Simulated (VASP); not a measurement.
Input of a VASP 6.6.1 run:

Contents of INCAR:

```
SYSTEM = Ga11P12
PREC     = Accurate       ! precision mode
ENCUT    = 350            ! plane-wave cutoff, eV
EDIFF    = 1E-5           ! SCF threshold, eV
ISMEAR   = 0              ! smearing method
SIGMA    = 0.03           ! smearing width, eV
LREAL    = Auto         
LASPH    = .TRUE.         ! aspherical terms in the spheres
NELM     = 120            ! most SCF steps
ALGO     = Normal         ! electronic algorithm
ISIF     = 2              ! what is computed and relaxed
LWAVE    = .FALSE.        ! write WAVECAR
LCHARG   = .FALSE.        ! write CHGCAR
ISPIN    = 2              ! spin polarisation
MAGMOM   = 0 0 0 0 0 0 0 0 0 0 0 0.75 0.75 0.75 0 0 0 0 0 0.75 0 0 0 ! initial moments
LORBIT   = 11             ! projections on sites
NUPDOWN  = 3              ! fixed moment
GGA      = PS             ! functional
NBANDS   = 122            ! bands
ISYM     = 0
```

The input KPOINTS:

```
Automatic mesh
0
G
  2 3 3
  0 0 0
```

File POSCAR:

```
Ga11P12                                 
1.0
    0.0000000000      8.1757500000      8.1757500000
    5.4505000000      0.0000000000      5.4505000000
    5.4505000000      5.4505000000      0.0000000000
  Ga              P             
    11    12
Direct
     0.0049962350521975    0.0005466635744302    0.4963027799103552
     0.0056005411156901    0.4926768988979908    0.0054275790709588
     0.0053935454476208    0.4915275704675995    0.4950138243511547
     0.3270529553863658    0.0022465274306589    0.0042123411517841
     0.3264729787555602    0.0027836739409821    0.5029080045789088
     0.3269296542634373    0.5019474655313507    0.0035053403915202
     0.3318157234781057    0.4993196712043473    0.5009116457294257
     0.6700324496920042    0.9999293716113237    0.0003095481196463
     0.6687080709160714    0.9995830436267876    0.4946940048447465
     0.6692302610150549    0.4944400013014857    0.0003911154173105
     0.6668010391312794    0.4987811081917342    0.4997693128437716
     0.0783517717097210    0.1181730452375841    0.1215734937677480
     0.0783134519720560    0.1175525982190853    0.6436436667772738
     0.0787290819266794    0.6416711717444653    0.1207962124974695
     0.0832741254740589    0.6221105858107598    0.6265445924252838
     0.4182688908587721    0.1237472933513714    0.1247049871362190
     0.4178340668552503    0.1219615968519396    0.6246164943535176
     0.4183438852853422    0.6228317919284964    0.1235895185330943
     0.4178055204152427    0.6242674666311819    0.6248587498912251
     0.7602831384806980    0.1194686160465825    0.1197137401872342
     0.7532912625269799    0.1214285438140595    0.6234266244828430
     0.7539163519343272    0.6227803618095663    0.1224525492594498
     0.7536179983074903    0.6224259327762173    0.6233408742790528
```

Potentials or basis: VASP PAW PBE potentials, release 64 (Ga_d, P).

The run is started by

```console
$ cat potpaw_PBE.64/Ga_d/POTCAR potpaw_PBE.64/P/POTCAR > POTCAR
$ mpirun -np 1 vasp_std > vasp.out
```

(1) What does it give for the largest force?

(2) What does it give for the pressure?

Answers

(1) 0.217 eV/Å.

(2) -2.3 GPa.

Caveat: the cutoff is under 1.25 times the usual one of these potentials, so pressure, stress and relaxed cells hold a basis-set (Pulay) error; the PAW data sets were made with another functional, which shifts forces and pressure a little; the total moment is fixed, so each spin has its own Fermi level.
